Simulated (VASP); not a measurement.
Here is a VASP 6.6.1 calculation.

The input INCAR:

```
SYSTEM = SiC
PREC = Accurate
ENCUT = 520
EDIFF = 1E-6
ISMEAR = 0
SIGMA = 0.02
LREAL = .FALSE.
LASPH = .TRUE.
NELM = 100
ALGO = Fast
ISIF = 2
LWAVE = .FALSE.
LCHARG = .FALSE.
GGA = PE
```

File KPOINTS:

```
Automatic mesh
0
G
  10 10 10
  0 0 0
```

POSCAR

```
SiC
1.0
    0.0000000000      2.1790000000      2.1790000000
    2.1790000000      0.0000000000      2.1790000000
    2.1790000000      2.1790000000      0.0000000000
Si C
1 1
Direct
    0.0000000000      0.0000000000      0.0000000000
    0.7500000000      0.7500000000      0.7500000000
```

Potentials or basis: VASP PAW PBE potentials, release 64 (Si, C).

The run is started by

```console
$ cat potpaw_PBE.64/Si/POTCAR potpaw_PBE.64/C/POTCAR > POTCAR
$ mpirun -np 1 vasp_std > vasp.out
```

Q: What does it give for the band gap on the k mesh?

A: 1.36 eV, indirect (least direct gap 4.54 eV).

Q: Estimate the pressure.

A: 3.2 GPa.

**The experiment to reproduce.**

“Insight into the structural, elastic and electronic properties of a new orthorhombic 6O-SiC polytype”, 2020, pmc:7200658 quotes, for a bulk crystal of SiC: band gap 2.4 eV (indirect).

A measured gap of SiC is 2.4 eV (indirect; quoted in “Insight into the structural, elastic and electronic properties of a new orthorhombic 6O-SiC polytype”, 2020, pmc:7200658); the calculated 1.36 eV misses it by -1.04 eV. The value is that of PBE on a finite k mesh, which can miss the band edges, without temperature or zero-point motion. Semilocal functionals fall short of measured gaps as a rule.
